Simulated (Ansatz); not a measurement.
Crystal: CdS (Hawleyite).

```xyz
2
Lattice="0.0000 2.9165 2.9165 2.9165 0.0000 2.9165 2.9165 2.9165 0.0000" Properties=species:S:1:pos:R:3 pbc="T T T"
Cd    0.0000    0.0000    0.0000
S     4.3748    4.3748    4.3748
```

| Quantity | Value |
| --- | --- |
| Program | Ansatz 0.2.0 |
| Task | relaxation of cell and atoms |
| Functional | BLYP |
| Dispersion | D4 |
| Potentials or basis | Ansatz PAW |
| Cutoff | 420 eV (not typed: the program's choice for these potentials) |
| k mesh | 8 × 8 × 8 |
| Occupations | fermi-dirac, width 0.05 eV |
| Spin | no spin polarisation |

At the start: volume 24.81 Å³/atom.

Q: Where does the relaxation end?

A: It ends after 4 steps and the volume is 25.52 Å³/atom (+2.9 %); space group F-43m (No. 216, to 0.05 Å).

The path:
```csv
step,energy change (eV),largest force (eV/Å),volume (Å³)
1,0.0000,0.0000,49.62
2,-0.0070,0.0000,50.97
3,-0.0071,0.0000,51.03
4,-0.0073,0.0000,51.03
```

Final structure:
```yaml
crystal:
  lattice:
    - [0.00000, 2.94399, 2.94399]
    - [2.94399, 0.00000, 2.94399]
    - [2.94399, 2.94399, 0.00000]
  atoms:
    - { symbol: Cd, position: [0.00000, 0.00000, 0.00000] }
    - { symbol: S, position: [0.75000, 0.75000, 0.75000] }
```

Caveat: the plane-wave basis is chosen anew once the cell has moved, so the energies of steps on either side of that aren't comparable; the PAW data sets come from PBE, with cores solved anew for the run's functional, which leaves a small shift of forces and pressure.
